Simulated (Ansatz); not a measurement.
CsBr (CsCl type): G0W0 against its settings

CsBr, CsCl type, relaxed with r2SCAN; one-shot G0W0 in Ansatz without spin-orbit coupling. (Simulation; spin polarisation is off.)

```xyz
2
Lattice="4.3194 0.0000 0.0000 0.0000 4.3194 0.0000 0.0000 0.0000 4.3194" Properties=species:S:1:pos:R:3 pbc="T T T"
Cs    0.0000    0.0000    0.0000
Br    2.1597    2.1597    2.1597
```

Gaps are read over the mesh points alone. G0W0 here is at a finite number of bands, screening cutoff and k mesh, not at the basis limit.
```csv
start,potentials,frequency model,mesh,empty bands,screening cutoff (eV),Kohn-Sham gap (eV),G0W0 gap (eV)
PBE,PAW,contour deformation,4×4×4,182,100,4.44,6.59
PBE,PAW,contour deformation,4×4×4,441,180,4.44,6.75
PBE,PAW,contour deformation,4×4×4,857,260,4.44,6.79
HSE06,PAW,contour deformation,4×4×4,441,180,5.61,7.29
r2SCAN,PAW,contour deformation,4×4×4,441,180,5.20,7.08
PBE0,PAW,contour deformation,4×4×4,441,180,6.31,7.51
PBE,PAW,Godby-Needs pole,4×4×4,441,180,4.44,6.69
PBE,PAW,contour deformation,6×6×6,130,80,4.44,6.50
PBE,norm-conserving,contour deformation,4×4×4,441,180,4.44,6.68
```

Over the mesh points the PBE gap of 4.44 eV becomes a quasiparticle gap of 6.79 eV (M to Γ), a change of +2.35 eV. Renormalisation factors Z lie between 0.79 and 0.85.

Raising bands and cutoff together moves the gap by +0.16 eV (100 to 180 eV), then +0.04 eV (180 to 260 eV); the last step is still large, so the basis limit isn't reached. Starting from HSE06 (5.61 eV against PBE's 4.44 eV) gives 7.29 eV, +0.54 eV from G0W0@PBE at the same screening cutoff. Starting from r2SCAN (5.20 eV against PBE's 4.44 eV) gives 7.08 eV, +0.33 eV from G0W0@PBE at the same screening cutoff. Starting from PBE0 (6.31 eV against PBE's 4.44 eV) gives 7.51 eV, +0.76 eV from G0W0@PBE at the same screening cutoff. The Godby-Needs plasmon pole differs from contour deformation by -0.06 eV. Norm-conserving potentials (wave cutoff 680 eV against 420 eV) shift the quasiparticle gap by -0.07 eV and the PBE gap by 0.00 eV. r2SCAN runs take a wave cutoff of 500 eV.
